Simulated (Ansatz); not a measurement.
# SiNi3 (R-3m) in Ansatz: notebook, part 2 of 2

Ansatz 0.2.0.

## 4. Density of states, PBEsol+U, collinear spin, ferromagnetic start

input.yaml

```yaml
crystal:
  lattice:
    - [1.2928041287, 0.7464008117, 7.661989331]
    - [-1.2928041287, 0.7464008117, 7.661989331]
    - [0.0, -1.4928016234, 7.661989331]
  atoms:
    - { symbol: Ni, position: [0.254733, 0.254733, 0.254733], spin: 1.0 }
    - { symbol: Ni, position: [0.5, 0.5, 0.5], spin: 1.0 }
    - { symbol: Ni, position: [0.745267, 0.745267, 0.745267], spin: 1.0 }
    - { symbol: Si, position: [0.0, 0.0, 0.0] }
kpoints:
  mp_grid: { grid: [12, 12, 12] }
scf:
  occupations: { method: fermi_dirac, width: 0.05 }
hamiltonian:
  xc: pbesol
  pseudopotentials: { kind: all_electron, lapw: { basis_error: 0.002 } }
  hubbard:
    sites: [{ species: Ni, l: d, u_eff: 4 }]
    double_counting: fll
    projectors: ortho-atomic
magnetization:
  spin_polarized: true
output:
  forces: true
  stress: true
  eigenvalues: true
  dos: { projected: false, de: 0.1, e_range: [-14, 6] }
```

On the command line:

```console
$ ansatz run input.yaml --threads 4 --pin off --max-ram 12288MiB --backend cpu --events-out ev --progress --plain --runs-dir out
```

Run time: 28 min. Hardware: 4 threads of Intel Xeon at 2.50GHz (Skylake/Cascade Lake), shared host; peak memory 4.4 GiB.

Results (log left out):

| Quantity | Value |
| --- | --- |
| Free energy | -131917.6745 eV |
| Pressure | -0.9 GPa |
| Largest force | 0.253 eV/Å |
| Band gap on the k mesh | none (metal or under the smearing width) |
| Net moment | 1.14 μB per cell |
| Absolute moment | 1.24 μB per cell |
| Site moments | Ni +0.11, +0.93; Si +0.00 μB |

Forces on the atoms (eV/Å):
```
Ni   0.000  0.000  0.253
Ni   0.000  0.000  0.000
Ni   0.000  0.000 -0.253
Si   0.000  0.000  0.000
```

Stress tensor (GPa, compression positive):
```
 1.09  0.00  0.00
 0.00  1.09  0.00
 0.00  0.00 -5.03
```

Levels at points of the mesh, in eV from the Fermi level:
Spin up:
| k point | band 32 | band 33 | band 34 | band 35 | band 36 | band 37 |
| --- | --- | --- | --- | --- | --- | --- |
| (0.00, 0.00, 0.00) | -1.66 | -1.46 | -1.46 | -1.06 | 4.24 | 12.19 |
| (0.00, 0.00, -0.50) | -0.74 | -0.55 | 0.46 | 1.05 | 2.68 | 5.35 |
| (0.00, -0.50, -0.50) | -0.76 | -0.74 | 0.00 | 2.13 | 2.28 | 5.79 |
| (-0.50, -0.50, -0.50) | -1.71 | -1.71 | -1.42 | -1.42 | 6.67 | 8.68 |
Spin down:
```csv
k point,band 31,band 32,band 33,band 34,band 35,band 36
"(0.00, 0.00, 0.00)",-1.49,-1.13,-1.13,-0.98,0.14,4.75
"(0.00, 0.00, -0.50)",-0.59,-0.50,-0.03,1.08,2.47,2.80
"(0.00, -0.50, -0.50)",-0.59,-0.49,0.12,1.53,2.24,2.95
"(-0.50, -0.50, -0.50)",-1.54,-1.54,-1.10,-1.10,0.30,6.75
```

States per cell in windows of 1 eV (zero at the Fermi level; states under -8 eV left out):
```
from (eV)    up  down
     -8.0  0.30  0.29
     -7.0  0.43  0.38
     -6.0  1.49  0.71
     -5.0  2.47  1.97
     -4.0  3.47  2.63
     -3.0  4.05  4.19
     -2.0  3.17  3.83
     -1.0  1.40  1.69
      0.0  0.60  0.89
      1.0  0.63  1.19
      2.0  0.39  0.53
      3.0  0.52  0.54
      4.0  0.53  0.54
```

Caveat: the magnetic state may not be the lowest; U is the effective U less J, on atomic orbitals that reach past the spheres; the U is typed as a test and isn't derived for this compound. The state reached can hang on the start; a lower one may exist.

## 5. Density of states, PBEsol+U, collinear spin, ferromagnetic start

Changes to input.yaml since step 4:

```diff
@@ -18,3 +18,3 @@
   hubbard:
-    sites: [{ species: Ni, l: d, u_eff: 4 }]
+    sites: [{ species: Ni, l: d, u_eff: 6 }]
     double_counting: fll
```

On the command line:

```console
$ ansatz run input.yaml --threads 4 --pin off --max-ram 12288MiB --backend cpu --events-out ev --progress --plain --runs-dir out
```

It took 15 min on 4 threads of Intel Xeon at 2.50GHz (Skylake/Cascade Lake), shared host; peak memory 4.4 GiB.

It converged, with:

```yaml
Free_energy: -131915.1978 eV
Pressure: -1.9 GPa
Largest_force: 0.198 eV/Å
Band_gap_on_the_k_mesh: none (metal or under the smearing width)
Net_moment: 1.29 μB per cell
Absolute_moment: 1.65 μB per cell
Site_moments: Ni +0.14, +1.11; Si -0.01 μB
```

Forces in eV/Å, atoms in the order of the input:
```
Ni   0.000  0.000  0.198
Ni   0.000  0.000  0.000
Ni   0.000  0.000 -0.198
Si   0.000  0.000  0.000
```

Stress tensor (GPa, compression positive):
```
-2.08  0.00  0.00
 0.00 -2.08  0.00
 0.00  0.00 -1.69
```

Levels at points of the mesh, in eV from the Fermi level:
Spin up:
```tsv
k point	band 30	band 31	band 32	band 33	band 34	band 35	band 36	band 37	band 38	band 39
(0.00, 0.00, 0.00)	-2.67	-2.02	-2.02	-1.95	-1.95	-0.87	4.32	12.28	12.28	12.44
(0.00, 0.00, -0.50)	-1.84	-1.11	-1.10	-1.01	0.43	1.05	2.75	5.25	6.65	6.89
(0.00, -0.50, -0.50)	-2.19	-1.18	-1.11	-1.10	0.06	2.06	2.35	5.82	6.75	6.82
(-0.50, -0.50, -0.50)	-2.65	-2.21	-2.07	-2.07	-1.91	-1.91	6.83	8.85	12.28	12.28
```
Spin down:
| k point | band 30 | band 31 | band 32 | band 33 | band 34 | band 35 | band 36 | band 37 |
| --- | --- | --- | --- | --- | --- | --- | --- | --- |
| (0.00, 0.00, 0.00) | -1.97 | -1.83 | -1.83 | -0.91 | 0.62 | 0.62 | 4.59 | 12.26 |
| (0.00, 0.00, -0.50) | -0.88 | -0.87 | 0.06 | 0.82 | 0.95 | 1.02 | 2.92 | 5.80 |
| (0.00, -0.50, -0.50) | -0.87 | -0.87 | -0.18 | 0.22 | 0.97 | 2.19 | 2.55 | 5.98 |
| (-0.50, -0.50, -0.50) | -1.92 | -1.88 | -1.88 | -1.78 | 0.62 | 0.62 | 6.90 | 9.03 |

States per cell in windows of 1 eV (zero at the Fermi level; states under -8 eV left out):
```
from (eV)    up  down
     -8.0  0.30  0.28
     -7.0  1.15  0.42
     -6.0  2.59  1.33
     -5.0  3.01  2.31
     -4.0  3.14  2.33
     -3.0  3.83  4.90
     -2.0  1.95  2.51
     -1.0  0.90  1.45
      0.0  0.54  1.44
      1.0  0.60  0.79
      2.0  0.38  0.50
      3.0  0.50  0.53
      4.0  0.53  0.56
      5.0  0.52  0.47
```

Caveat: the magnetic state may not be the lowest; U is the effective U less J, on atomic orbitals that reach past the spheres; the U is typed as a test and isn't derived for this compound. The state reached can hang on the start; a lower one may exist.

## 6. Density of states, PBEsol+U, collinear spin, ferromagnetic start

Changes to input.yaml since step 5:

```diff
@@ -18,3 +18,3 @@
   hubbard:
-    sites: [{ species: Ni, l: d, u_eff: 6 }]
+    sites: [{ species: Ni, l: d, u_eff: 8 }]
     double_counting: fll
```

Potentials or basis: all-electron LAPW, scalar-relativistic.

On the command line:

```console
$ ansatz run input.yaml --threads 4 --pin off --max-ram 12288MiB --backend cpu --events-out ev --progress --plain --runs-dir out
```

What it wrote:

```text
Warning: RAYON_NUM_THREADS=4 ignored (pool sized by the plan → 4); use --threads N
Ni: projections on atomic orbitals take those of the free atom 1s2 2s2 2p6 3s2 3p6 3d8 4s2, of charge +0.00 (hamiltonian.pseudopotentials.projection_atoms)
Si: projections on atomic orbitals take those of the free atom 1s2 2s2 2p6 3s2 3p2, of charge +0.00 (hamiltonian.pseudopotentials.projection_atoms)
[... 123 lines left out ...]
  k-point 1 ↑: bands = ["-117.1629", "-86.8088", "-83.3739", "-83.3726", "-73.4686", "-73.4679", "-73.3981", "-47.3077", "-47.2979", "-47.2923", "-44.2386", "-44.2359", "-43.8050", "-43.8049", "-43.7987", "-43.7985", "3.7289", "9.3891", "9.7012", "10.2091", "10.3250", "10.3418", "11.1271", "11.2289", "12.5015", "13.0088", "13.7525", "13.7961", "13.9313", "13.9647", "14.2323", "14.6179", "14.6424", "14.6567", "16.7418", "21.3923", "26.8820", "27.9100", "29.3181", "30.8497", "31.8972", "32.1510"]
  k-point 2 ↑: bands = ["-117.1626", "-86.8061", "-83.3708", "-83.3701", "-73.4711", "-73.4686", "-73.3979", "-47.3182", "-47.3054", "-47.2974", "-44.2355", "-44.2336", "-43.8279", "-43.8276", "-43.8044", "-43.8042", "4.2953", "9.6878", "9.9010", "10.2799", "10.4606", "10.7113", "10.9795", "11.2746", "12.6261", "13.1329", "13.4905", "13.6082", "13.7679", "14.1732", "14.1904", "14.5713", "14.6323", "14.6963", "17.9584", "21.7082", "23.8355", "26.4943", "28.6409", "30.8971", "31.2633", "32.7595"]
  k-point 188 ↓: bands = ["-117.1659", "-85.2237", "-83.2095", "-83.2083", "-73.4698", "-73.4698", "-73.4057", "-45.7625", "-45.7368", "-45.7368", "-44.0087", "-44.0061", "-43.6728", "-43.6728", "-43.6728", "-43.6728", "3.5286", "8.5862", "10.0743", "11.8392", "11.8392", "12.0436", "12.5617", "13.9660", "13.9897", "13.9897", "14.0496", "14.0496", "14.6936", "14.6936", "14.7195", "14.7195", "14.9516", "17.9943", "17.9943", "23.9282", "25.9295", "29.2228", "29.2228", "30.2106", "30.2106", "33.7055"]
Occupation matrices written to <dir>
```

Wall time 18 min (4 threads of Intel Xeon at 2.50GHz (Skylake/Cascade Lake), shared host); peak memory 4.4 GiB.

What came out:

```
Free energy            : -131913.0034 eV
Pressure               : 0.2 GPa
Largest force          : 0.264 eV/Å
Band gap on the k mesh : none (metal or under the smearing width)
Net moment             : 1.36 μB per cell
Absolute moment        : 1.73 μB per cell
Site moments           : Ni +0.09, +1.27; Si -0.02 μB
```

Forces on the atoms (eV/Å):
```
Ni   0.000  0.000  0.264
Ni   0.000  0.000  0.000
Ni   0.000  0.000 -0.264
Si   0.000  0.000  0.000
```

States per cell in windows of 0.5 eV (zero at the Fermi level; states under -8 eV left out):
| from (eV) | up | down |
| --- | --- | --- |
| -8.0 | 0.75 | 0.15 |
| -7.5 | 1.00 | 0.18 |
| -7.0 | 1.36 | 0.61 |
| -6.5 | 1.59 | 0.73 |
| -6.0 | 0.83 | 1.24 |
| -5.5 | 0.86 | 1.00 |
| -5.0 | 1.05 | 1.02 |
| -4.5 | 1.02 | 1.01 |
| -4.0 | 1.42 | 1.00 |
| -3.5 | 1.87 | 2.00 |
| -3.0 | 1.94 | 2.41 |
| -2.5 | 1.08 | 1.29 |
| -2.0 | 0.77 | 1.02 |
| -1.5 | 0.65 | 0.77 |
| -1.0 | 0.37 | 0.58 |
| -0.5 | 0.26 | 0.56 |
| 0.0 | 0.24 | 0.38 |
| 0.5 | 0.32 | 0.42 |
| 1.0 | 0.28 | 1.01 |
| 1.5 | 0.28 | 0.41 |
| 2.0 | 0.15 | 0.33 |
| 2.5 | 0.21 | 0.15 |
| 3.0 | 0.27 | 0.30 |
| 3.5 | 0.20 | 0.23 |
| 4.0 | 0.25 | 0.25 |
| 4.5 | 0.28 | 0.30 |

Caveat: the magnetic state may not be the lowest; U is the effective U less J, on atomic orbitals that reach past the spheres; the U is typed as a test and isn't derived for this compound. The state reached can hang on the start; a lower one may exist.

## 7. Summary

```csv
level,U,gap on the mesh (eV),pressure (GPa),moment (μB),largest force (eV/Å)
PBEsol,-,none,-6.3,0.48,0.06
PBEsol+U,Ni d U = 2 eV,none,-6.2,0.82,0.11
PBEsol+U,Ni d U = 4 eV,none,-0.9,1.14,0.25
PBEsol+U,Ni d U = 6 eV,none,-1.9,1.29,0.20
PBEsol+U,Ni d U = 8 eV,none,0.2,1.36,0.26
```

Alike in all rows: task density of states; potentials or basis all-electron LAPW, scalar-relativistic; spin collinear, ferromagnetic start; cell as given; k mesh 12 × 12 × 12; cutoff (eV) 280; smearing fermi-dirac 0.05 eV; basis error allowed 0.002 eV/atom.

Every run on the cell as given and a fine mesh finds a metal. The pressure there spans -6.3 GPa (PBEsol) to 0.2 GPa (PBEsol+U); a positive pressure means that this level wants a larger cell, a negative one a smaller.

Caveats: the magnetic state may not be the lowest (some runs); U is the effective U less J, on atomic orbitals that reach past the spheres (some runs); the U is typed as a test and isn't derived for this compound (some runs).

Compare energies only between runs with the same functional and basis.
